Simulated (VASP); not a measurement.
Wanted: the native input for a VASP 6.6.1 run.

```yaml
Task: single point
Functional: HSE(alpha, omega)
Potentials_or_basis: VASP PAW PBE potentials, release 64 (Na_pv, I)
Cutoff: 520 eV
k_mesh: 3 × 3 × 3
Occupations: fermi-dirac, width 0.05 eV
Spin: no spin polarisation
Screening_parameter: 0.6
Grid_for_exact_exchange_PRECFOCK: Fast
Further_INCAR_settings: ALGO = Normal; EDIFF = 1e-06; NBANDS = 14
```

NaI:

```
Na I
1.0
     4.34576    0.00000    0.00000
     0.00000    4.34576    0.00000
     0.00000    0.00000    4.52282
Na I
1 1
Direct
  0.00000 0.00000 0.00000
  0.50000 0.50000 0.00000
```

The cell was built by a generator and needn't be a form met in nature.

These files were run (other wordings do the same):

POSCAR

```
NaI
1.0
    4.3457600000      0.0000000000      0.0000000000
    0.0000000000      4.3457600000      0.0000000000
    0.0000000000      0.0000000000      4.5228200000
Na I
1 1
Direct
    0.0000000000      0.0000000000      0.0000000000
    0.5000000000      0.5000000000      0.0000000000
```

INCAR.step1

```
ALGO = Normal
EDIFF = 1E-5
ENCUT = 520
GGA = PE
ISIF = 2
ISMEAR = -1
LASPH = True
LREAL = False
LWAVE = True
NBANDS = 14
NELM = 80
PREC = Accurate
SIGMA = 0.05
```

INCAR.step2

```
AEXX = 0.25
ALGO = Normal
EDIFF = 1E-6
ENCUT = 520
GGA = PE
HFSCREEN = 0.6
ISIF = 2
ISMEAR = -1
ISTART = 1
LASPH = True
LCHARG = False
LHFCALC = True
LREAL = False
LWAVE = False
NBANDS = 14
NELM = 80
PREC = Accurate
PRECFOCK = Fast
SIGMA = 0.05
```

KPOINTS

```
k-points
0
Gamma
  3 3 3
```

Potentials or basis: VASP PAW PBE potentials, release 64 (Na_pv, I).

Run with:

```console
$ cat potpaw_PBE.64/Na_pv/POTCAR potpaw_PBE.64/I/POTCAR > POTCAR
$ cp INCAR.step1 INCAR
$ mpirun -np 1 vasp_std > vasp.out
$ cp INCAR.step2 INCAR
$ mpirun -np 1 vasp_std > vasp.out
```

It gave:

| Property | Result |
| --- | --- |
| Pressure | 0.9 GPa |
| Band gap on the k mesh | 3.32 eV, indirect (least direct gap 3.65 eV) |

Caveat: the k mesh is coarse (spacing up to 0.48 Å⁻¹), so the values aren't converged, least of all with exact exchange; the PAW data sets were made with another functional, which shifts forces and pressure a little; spin-orbit coupling is left out, which moves the levels of the heavy elements; an odd mesh through Γ misses points on the zone boundary, where band edges often lie.

Wall time 31 s on 1 thread of Intel(R) Xeon(R) Platinum 8488C (Sapphire Rapids), on a shared host, peak memory 0.28 GiB.
